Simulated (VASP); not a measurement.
# CaO (Lime) (Fm-3m) in VASP: a series of runs, part 2 of 3

VASP 6.6.1.

## 4. Elastic constants, PBE

This run uses another cell than the first one, of 14.15 Å³/atom, 1.040 times its volume.

POSCAR reads:

```
CaO
1.0
    0.0000000000      2.4189296724      2.4189296724
    2.4189296724      0.0000000000      2.4189296724
    2.4189296724      2.4189296724      0.0000000000
  Ca              O
     1     1
Direct
     0.0000000000000000    0.0000000000000000    0.0000000000000000
     0.5000000000000000    0.5000000000000000    0.5000000000000000
```

INCAR.step1 reads:

```
ALGO = Fast
EDIFF = 1E-8
EDIFFG = -0.002
ENCUT = 600
GGA = PE
IBRION = 2
ISIF = 3
ISMEAR = 0
LASPH = True
LCHARG = False
LREAL = False
LWAVE = False
NELM = 80
NSW = 40
PREC = Accurate
SIGMA = 0.03
```

INCAR.step2 reads:

```
ALGO = Fast
EDIFF = 1E-8
ENCUT = 600
GGA = PE
IBRION = 6
ISIF = 3
ISMEAR = 0
LASPH = True
LCHARG = False
LREAL = False
LWAVE = False
NELM = 80
NFREE = 2
NSW = 1
POTIM = 0.015
PREC = Accurate
SIGMA = 0.03
```

KPOINTS reads:

```
k-points
0
Gamma
  10 10 10
```

Potentials or basis: VASP PAW PBE potentials, release 64 (Ca_sv, O).

Command:

```bash
cat potpaw_PBE.64/Ca_sv/POTCAR potpaw_PBE.64/O/POTCAR > POTCAR
cp INCAR.step1 INCAR
mpirun -np 1 vasp_std > vasp.out
cp CONTCAR POSCAR
cp INCAR.step2 INCAR
mpirun -np 1 vasp_std > vasp.out
```

OUTCAR:

```text
EDIFF = 1E-8
   ENCUT = 600
   GGA = PE
   IBRION = 6
   ISIF = 3
   ISMEAR = 0
   LASPH = True
   LREAL = False
   NELM = 80
   NFREE = 2
   NSW = 1
   POTIM = 0.015
   PREC = Accurate

 ion  position               nearest neighbor table
   1  0.000  0.000  0.000-   2 2.42   2 2.42   2 2.42   2 2.42   2 2.42   2 2.42
   2  0.500  0.500  0.500-   1 2.42   1 2.42   1 2.42   1 2.42   1 2.42   1 2.42

  LATTYP: Found a face centered cubic cell.
 ALAT       =     4.8378593448

  Lattice vectors:

 A1 = (   0.0000000000,   2.4189296724,   2.4189296724)
 A2 = (   2.4189296724,   0.0000000000,   2.4189296724)
 A3 = (   2.4189296724,   2.4189296724,   0.0000000000)

Analysis of symmetry for initial positions (statically):
=====================================================================
 Subroutine PRICEL returns:
 Original cell was already a primitive cell.

 Routine SETGRP: Setting up the symmetry group for a
 face centered cubic supercell.

 Subroutine GETGRP returns: Found 48 space group operations
 (whereof 48 operations were pure point group operations)
 out of a pool of 48 trial point group operations.

The static configuration has the point symmetry O_h .

Analysis of symmetry for dynamics (positions and initial velocities):
=====================================================================
 Subroutine PRICEL returns:
 Original cell was already a primitive cell.

 Routine SETGRP: Setting up the symmetry group for a
 face centered cubic supercell.

 Subroutine GETGRP returns: Found 48 space group operations
 (whereof 48 operations were pure point group operations)
 out of a pool of 48 trial point group operations.

The dynamic configuration has the point symmetry O_h .

 Subroutine INISYM returns: Found 48 space group operations
 (whereof 48 operations are pure point group operations),
 and found     1 'primitive' translations

----------------------------------------------------------------------------------------

                                     Primitive cell

  volume of cell :      28.3074

  direct lattice vectors                    reciprocal lattice vectors
     0.000000000  2.418929672  2.418929672    -0.206702992  0.206702992  0.206702992
     2.418929672  0.000000000  2.418929672     0.206702992 -0.206702992  0.206702992
     2.418929672  2.418929672  0.000000000     0.206702992  0.206702992 -0.206702992

  length of vectors
     3.420883149  3.420883149  3.420883149     0.358020084  0.358020084  0.358020084

  position of ions in fractional coordinates (direct lattice)
     0.000000000  0.000000000  0.000000000
[... 310 lines left out ...]

 number of electron      16.0000001 magnetization

 Free energy of the ion-electron system (eV)
  ---------------------------------------------------
  ext. energy  EPLUGINS =         0.00000000
  ---------------------------------------------------
  free energy    TOTEN  =       -12.80764974 eV

  energy without entropy =      -12.80764974  energy(sigma->0) =      -12.80764974

 E-fermi :   2.4473     XC(G=0): -10.3804

 val. band max:        2.2375187823   @ k =   0.0000   0.0000   0.0000
 cond. band min:       5.8800121689   @ k =   0.0000   0.5000   0.5000
 fundamental gap:      3.6424933867
 Fermi energy:         2.4472588647

 k-point     1 :       0.0000    0.0000    0.0000
  band No.  band energies     occupation
      1     -35.4777      2.00000
      2     -16.2558      2.00000
      3     -16.2556      2.00000
      4     -16.2556      2.00000
      5     -13.2566      2.00000
      6       2.2375      2.00000
      7       2.2375      2.00000
      8       2.2375      2.00000
      9       6.7952      0.00000
     10       8.4164      0.00000
     11       8.4173      0.00000
     12       8.4173      0.00000
[... 331 lines left out ...]
 k-point    24 :       0.4000    0.3000    0.0000
  band No.  band energies     occupation
      1     -35.3790      2.00000
      2     -16.8516      2.00000
      3     -16.4419      2.00000
      4     -16.4168      2.00000
      5     -12.7652      2.00000
      6       0.5780      2.00000
      7       1.6881      2.00000
      8       1.7883      2.00000
      9       6.5363      0.00000
     10       9.7345      0.00000
     11      10.9024      0.00000
     12      10.9830      0.00000

 [... further k-points ...]

------------------------ aborting loop because EDIFF is reached ----------------------------------------

  FORCE on cell =-STRESS in cart. coord.  units (eV):
  Direction    XX          YY          ZZ          XY          YZ          ZX
  --------------------------------------------------------------------------------------
  -------------------------------------------------------------------------------------
  Total        0.0037207     -0.0019233     -0.0019233      0.0000000      0.0000000     -0.0000000
  in kB        0.2105867     -0.1088587     -0.1088587      0.0000000      0.0000000     -0.0000000
  external PRESSURE =      -0.0023769 kB  Pullay stress =       0.0000000 kB
[... 17 lines left out ...]
  FREE ENERGIE OF THE ION-ELECTRON SYSTEM (eV)
  ---------------------------------------------------
  free  energy   TOTEN  =       -12.8076497434 eV

  energy  without entropy=      -12.8076497434  energy(sigma->0) =      -12.80764974

 INTERNAL STRAIN TENSORS FROM STRAINED CELLS
 ============================================

 INTERNAL STRAIN TENSOR FOR ION    1 for displacements in x,y,z  (eV/Angst):
          X           Y           Z          XY          YZ          ZX
  --------------------------------------------------------------------------------
  x     0.00000    -0.00000    -0.00000     0.00000     0.00000     0.00000
  y     0.00000    -0.00000    -0.00000     0.00000    -0.00000     0.00000
  z    -0.00000     0.00000    -0.00000    -0.00000    -0.00000    -0.00000

 INTERNAL STRAIN TENSORS FROM DISPLACED ATOMS
 ============================================

 INTERNAL STRAIN TENSOR FOR ION    1 for displacements in x,y,z  (eV/Angst):
          X           Y           Z          XY          YZ          ZX
  --------------------------------------------------------------------------------
  x     0.00000     0.00000     0.00000     0.00000     0.00000     0.00000
  y     0.00000     0.00000     0.00000     0.00000     0.00000     0.00000
  z     0.00000     0.00000     0.00000     0.00000     0.00000     0.00000

 INTERNAL STRAIN TENSOR FOR ION    2 for displacements in x,y,z  (eV/Angst):
          X           Y           Z          XY          YZ          ZX
  --------------------------------------------------------------------------------
  x     0.00000     0.00000     0.00000     0.00000     0.00000     0.00000
  y     0.00000     0.00000     0.00000     0.00000     0.00000     0.00000
  z     0.00000     0.00000     0.00000     0.00000     0.00000     0.00000

 Eigenvectors and eigenvalues of the dynamical matrix
 ----------------------------------------------------

   1 f  =    7.792048 THz    48.958881 2PiTHz  259.914742 cm-1    32.225306 meV
             X         Y         Z           dx          dy          dz
      0.000000  0.000000  0.000000     0.000000    0.540874    0.000000
      2.418930  2.418930  2.418930     0.000000   -0.841104    0.000000
[... 21 lines left out ...]
   6 f/i=    0.062128 THz     0.390362 2PiTHz    2.072368 cm-1     0.256941 meV
             X         Y         Z           dx          dy          dz
      0.000000  0.000000  0.000000     0.000000    0.000000    0.841104
      2.418930  2.418930  2.418930     0.000000    0.000000    0.540874

--------------------------------------------------------------------------------------------------------

 ELASTIC MODULI CONTR FROM IONIC RELAXATION (kBar)
 Direction    XX          YY          ZZ          XY          YZ          ZX
 --------------------------------------------------------------------------------
 XX           0.0000      0.0000      0.0000      0.0000      0.0000      0.0000
 YY           0.0000      0.0000      0.0000      0.0000      0.0000      0.0000
 ZZ           0.0000      0.0000      0.0000      0.0000      0.0000      0.0000
 XY           0.0000      0.0000      0.0000      0.0000      0.0000      0.0000
 YZ           0.0000      0.0000      0.0000      0.0000      0.0000      0.0000
 ZX           0.0000      0.0000      0.0000      0.0000      0.0000      0.0000
 --------------------------------------------------------------------------------

 TOTAL ELASTIC MODULI (kBar)
 Direction    XX          YY          ZZ          XY          YZ          ZX
 --------------------------------------------------------------------------------
 XX        2029.6554    564.8168    564.8168      0.0000      0.0000     -0.0000
 YY         564.8168   2029.6554    564.8168     -0.0000     -0.0000     -0.0000
 ZZ         564.8168    564.8168   2029.6554     -0.0000      0.0000      0.0000
 XY           0.0000     -0.0000     -0.0000    749.8472      0.0000      0.0000
 YZ           0.0000     -0.0000      0.0000      0.0000    749.8472      0.0000
 ZX          -0.0000     -0.0000      0.0000      0.0000      0.0000    749.8472
 --------------------------------------------------------------------------------
```

Run time: 16 min. Hardware: 1 thread of Intel Xeon Platinum 8559C (Emerald Rapids), shared host; peak memory 0.34 GiB.

What came out:

```yaml
Elastic_constants_C11_C12_C44: 203, 56, 75 GPa
Voigt_bulk_modulus: 105 GPa
Highest_phonon_frequency_at_Γ_LO-TO_splitting_left_out: 260 cm⁻¹
```

Phonon frequencies in cm⁻¹ (negative: imaginary):
| q point | frequencies |
| --- | --- |
| (0.000, 0.000, 0.000) | -2 -2 -2 260 260 260 |

Elastic tensor in Voigt notation (GPa, in the Cartesian axes of the cell as first typed):
```
203  56  56   0   0   0
 56 203  56   0   0   0
 56  56 203   0   0   0
  0   0   0  75   0   0
  0   0   0   0  75   0
  0   0   0   0   0  75
```

Clamped-ion elastic tensor (GPa):
```
203  56  56   0   0   0
 56 203  56   0   0   0
 56  56 203   0   0   0
  0   0   0  75   0   0
  0   0   0   0  75   0
  0   0   0   0   0  75
```

## 5. Phonons, PBEsol

POSCAR reads:

```
CaO
1.0
    0.0000000000      2.3873311534      2.3873311534
    2.3873311534      0.0000000000      2.3873311534
    2.3873311534      2.3873311534      0.0000000000
  Ca              O
     1     1
Direct
     0.0000000000000000    0.0000000000000000    0.0000000000000000
     0.5000000000000000    0.5000000000000000    0.5000000000000000
```

INCAR.step1 reads:

```
SYSTEM = CaO
ALGO     = Fast           ! electronic algorithm
EDIFF    = 1E-8           ! SCF threshold, eV
EDIFFG   = -0.002         ! ionic threshold
ENCUT    = 600            ! plane-wave cutoff, eV
GGA      = PS             ! functional
IBRION   = 2              ! ionic algorithm
ISIF     = 3              ! what is computed and relaxed
ISMEAR   = 0              ! smearing method
LASPH    = .TRUE.         ! aspherical terms in the spheres
LCHARG   = .FALSE.        ! write CHGCAR
LREAL    = .FALSE.        ! projectors in reciprocal space
LWAVE    = .FALSE.        ! write WAVECAR
NELM     = 80             ! most SCF steps
NSW      = 40             ! ionic steps
PREC     = Accurate       ! precision mode
SIGMA    = 0.03           ! smearing width, eV
```

INCAR.step2 reads:

```
SYSTEM = CaO
ALGO     = Fast           ! electronic algorithm
EDIFF    = 1E-8           ! SCF threshold, eV
ENCUT    = 600            ! plane-wave cutoff, eV
GGA      = PS             ! functional
IBRION   = 6              ! ionic algorithm
ISIF     = 2              ! what is computed and relaxed
ISMEAR   = 0              ! smearing method
LASPH    = .TRUE.         ! aspherical terms in the spheres
LCHARG   = .FALSE.        ! write CHGCAR
LREAL    = .FALSE.        ! projectors in reciprocal space
LWAVE    = .FALSE.        ! write WAVECAR
NELM     = 80             ! most SCF steps
NFREE    = 2            
NSW      = 1              ! ionic steps
POTIM    = 0.015          ! step
PREC     = Accurate       ! precision mode
SIGMA    = 0.03           ! smearing width, eV
```

KPOINTS reads:

```
k-points
0
G
  10 10 10
  0 0 0
```

Potentials or basis: VASP PAW PBE potentials, release 64 (Ca_sv, O).

Command:

```bash
cat potpaw_PBE.64/Ca_sv/POTCAR potpaw_PBE.64/O/POTCAR > POTCAR
cp INCAR.step1 INCAR
mpirun -np 1 vasp_std > vasp.out
cp CONTCAR POSCAR
cp INCAR.step2 INCAR
mpirun -np 1 vasp_std > vasp.out
```

OUTCAR:

```text
SYSTEM = CaO
   EDIFF = 1E-8
   ENCUT = 600
   GGA = PS
   IBRION = 6
   ISIF = 2
   ISMEAR = 0
   LASPH = .TRUE.
   LREAL = .FALSE.
   NELM = 80
   NFREE = 2
   NSW = 1
   POTIM = 0.015
   PREC = Accurate

 ion  position               nearest neighbor table
   1  0.000  0.000  0.000-   2 2.39   2 2.39   2 2.39   2 2.39   2 2.39   2 2.39
   2  0.500  0.500  0.500-   1 2.39   1 2.39   1 2.39   1 2.39   1 2.39   1 2.39

  LATTYP: Found a face centered cubic cell.
 ALAT       =     4.7746623068

  Lattice vectors:

 A1 = (   0.0000000000,   2.3873311534,   2.3873311534)
 A2 = (   2.3873311534,   0.0000000000,   2.3873311534)
 A3 = (   2.3873311534,   2.3873311534,   0.0000000000)

Analysis of symmetry for initial positions (statically):
=====================================================================
 Subroutine PRICEL returns:
 Original cell was already a primitive cell.

 Routine SETGRP: Setting up the symmetry group for a
 face centered cubic supercell.

 Subroutine GETGRP returns: Found 48 space group operations
 (whereof 48 operations were pure point group operations)
 out of a pool of 48 trial point group operations.

The static configuration has the point symmetry O_h .

Analysis of symmetry for dynamics (positions and initial velocities):
=====================================================================
 Subroutine PRICEL returns:
 Original cell was already a primitive cell.

 Routine SETGRP: Setting up the symmetry group for a
 face centered cubic supercell.

 Subroutine GETGRP returns: Found 48 space group operations
 (whereof 48 operations were pure point group operations)
 out of a pool of 48 trial point group operations.

The dynamic configuration has the point symmetry O_h .

 Subroutine INISYM returns: Found 48 space group operations
[... 319 lines left out ...]
      8       2.3060      2.00000
      9       7.0322      0.00000
     10       8.5473      0.00000
     11       8.5483      0.00000
     12       8.5483      0.00000
[... 331 lines left out ...]
 k-point    24 :       0.4000    0.3000    0.0000
  band No.  band energies     occupation
      1     -34.8758      2.00000
      2     -16.5499      2.00000
      3     -16.0454      2.00000
      4     -16.0147      2.00000
      5     -12.6055      2.00000
      6       0.5851      2.00000
      7       1.7374      2.00000
      8       1.8444      2.00000
      9       6.5310      0.00000
     10      10.0393      0.00000
     11      11.2216      0.00000
     12      11.3257      0.00000

 [... further k-points ...]

------------------------ aborting loop because EDIFF is reached ----------------------------------------

  FORCE on cell =-STRESS in cart. coord.  units (eV):
  Direction    XX          YY          ZZ          XY          YZ          ZX
  --------------------------------------------------------------------------------------
  -------------------------------------------------------------------------------------
  Total        0.0087488      0.0021927      0.0021927      0.0000000      0.0000000      0.0000000
  in kB        0.5150971      0.1291001      0.1291001      0.0000000      0.0000000      0.0000000
  external PRESSURE =       0.2577658 kB  Pullay stress =       0.0000000 kB
[... 17 lines left out ...]
  FREE ENERGIE OF THE ION-ELECTRON SYSTEM (eV)
  ---------------------------------------------------
  free  energy   TOTEN  =       -13.4132848766 eV

  energy  without entropy=      -13.4132848766  energy(sigma->0) =      -13.41328488

 INTERNAL STRAIN TENSORS FROM DISPLACED ATOMS
 ============================================

 INTERNAL STRAIN TENSOR FOR ION    1 for displacements in x,y,z  (eV/Angst):
          X           Y           Z          XY          YZ          ZX
  --------------------------------------------------------------------------------
  x     0.00000     0.00000     0.00000     0.00000     0.00000     0.00000
  y     0.00000     0.00000     0.00000     0.00000     0.00000     0.00000
  z     0.00000     0.00000     0.00000     0.00000     0.00000     0.00000

 INTERNAL STRAIN TENSOR FOR ION    2 for displacements in x,y,z  (eV/Angst):
          X           Y           Z          XY          YZ          ZX
  --------------------------------------------------------------------------------
  x     0.00000     0.00000     0.00000     0.00000     0.00000     0.00000
  y     0.00000     0.00000     0.00000     0.00000     0.00000     0.00000
  z     0.00000     0.00000     0.00000     0.00000     0.00000     0.00000

 Eigenvectors and eigenvalues of the dynamical matrix
 ----------------------------------------------------

   1 f  =    8.285088 THz    52.056742 2PiTHz  276.360782 cm-1    34.264355 meV
             X         Y         Z           dx          dy          dz
      0.000000  0.000000  0.000000     0.000000    0.534529    0.000000
      2.387331  2.387331  2.387331     0.000000   -0.845150    0.000000
[... 21 lines left out ...]
   6 f/i=    0.003712 THz     0.023323 2PiTHz    0.123818 cm-1     0.015351 meV
             X         Y         Z           dx          dy          dz
      0.000000  0.000000  0.000000     0.000000    0.000000    0.845150
      2.387331  2.387331  2.387331     0.000000    0.000000    0.534529

 ELASTIC MODULI CONTR FROM IONIC RELAXATION (kBar)
 Direction    XX          YY          ZZ          XY          YZ          ZX
 --------------------------------------------------------------------------------
 XX           0.0000      0.0000      0.0000      0.0000      0.0000      0.0000
 YY           0.0000      0.0000      0.0000      0.0000      0.0000      0.0000
 ZZ           0.0000      0.0000      0.0000      0.0000      0.0000      0.0000
 XY           0.0000      0.0000      0.0000      0.0000      0.0000      0.0000
 YZ           0.0000      0.0000      0.0000      0.0000      0.0000      0.0000
 ZX           0.0000      0.0000      0.0000      0.0000      0.0000      0.0000
 --------------------------------------------------------------------------------
```

OUTCAR.step1:

```text
SYSTEM = CaO
   EDIFF = 1E-8
   EDIFFG = -0.002
   ENCUT = 600
   GGA = PS
   IBRION = 2
   ISIF = 3
   ISMEAR = 0
   LASPH = .TRUE.
[... 585 lines left out ...]
      0.00000      0.00000      0.00000         0.000000      0.000000      0.000000
      2.38733      2.38733      2.38733        -0.000000     -0.000000     -0.000000
 -----------------------------------------------------------------------------------
    total drift:                                0.000000      0.000000      0.000000

  FREE ENERGIE OF THE ION-ELECTRON SYSTEM (eV)
  ---------------------------------------------------
  free  energy   TOTEN  =       -13.4136439832 eV

  energy  without entropy=      -13.4136439832  energy(sigma->0) =      -13.41364398

 reached required accuracy - stopping structural energy minimisation
```

OSZICAR.step1:

```text
N       E                     dE             d eps       ncg     rms          rms(c)
DAV:   1     0.142817892330E+03    0.14282E+03   -0.95321E+03  1128   0.153E+03
DAV:   2    -0.702484561668E+01   -0.14984E+03   -0.14010E+03  1272   0.357E+02
DAV:   3    -0.146606029632E+02   -0.76358E+01   -0.75683E+01  1420   0.826E+01
[... 15 lines left out ...]
RMM:  19    -0.134136435109E+02   -0.39748E-06   -0.38000E-06  1617   0.913E-03    0.144E-03
RMM:  20    -0.134136438572E+02   -0.34633E-06   -0.18495E-06  1495   0.610E-03    0.627E-04
RMM:  21    -0.134136438990E+02   -0.41791E-07   -0.64395E-07  1364   0.413E-03    0.122E-04
RMM:  22    -0.134136439527E+02   -0.53642E-07   -0.32631E-07  1123   0.263E-03    0.999E-05
RMM:  23    -0.134136439780E+02   -0.25348E-07   -0.10708E-07  1034   0.206E-03    0.417E-05
RMM:  24    -0.134136439832E+02   -0.51991E-08   -0.74768E-08   956   0.164E-03
   1 F= -.13413644E+02 E0= -.13413644E+02  d E =-.134136E+02
```

Wall time 3.2 min (1 thread of AMD EPYC 9R14 (Zen 4), shared host); peak memory 0.19 GiB.

Results:

```
Highest phonon frequency at Γ, LO-TO splitting left out : 276 cm⁻¹
```

Phonon frequencies in cm⁻¹ (negative: imaginary):
```tsv
q point	frequencies
(0.000, 0.000, 0.000)	0 0 0 276 276 276
```

Caveat: the PAW data sets were made with another functional, which shifts forces and pressure a little.

(Part 2 of 3 ends here.)
